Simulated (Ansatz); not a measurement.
Runs of Ansatz 0.2.0 on BN. Symmetry: P6_3/mmc, No. 194, hexagonal system. The conventional cell has a = 2.498 Å, b = 2.498 Å, c = 6.636 Å, α = 90.00°, β = 90.00°, γ = 120.00°. N (site symmetry -6m2) is surrounded by 3 B at 1.44 Å. B (site symmetry -6m2) has 3 N at 1.44 Å as nearest neighbours. 

| cell | gap on the mesh (eV) | pressure (GPa) |
| --- | --- | --- |
| relaxed to 5 GPa | (a) | 5.0 |
| relaxed to 20 GPa | 3.77 | 20.0 |
| relaxed to 10 GPa | 3.98 | 10.0 |
| relaxed to 30 GPa | (b) | 30.0 |
| relaxed | 4.26 | 0.0 |

Alike in all rows: task relaxation of cell and atoms; level PBEsol; potentials or basis all-electron LAPW, scalar-relativistic; no spin polarisation; k mesh 12 × 12 × 4; smearing fermi-dirac 0.05 eV; basis error allowed 0.002 eV/atom.

**Question.** Fill in the values left out.

**Answer.** (a) 4.00; (b) 3.79.

Caveats: this functional lacks dispersion, which binds the layers, so the pressure and a relaxed spacing across them are unreliable.

A k mesh can miss the band edges.
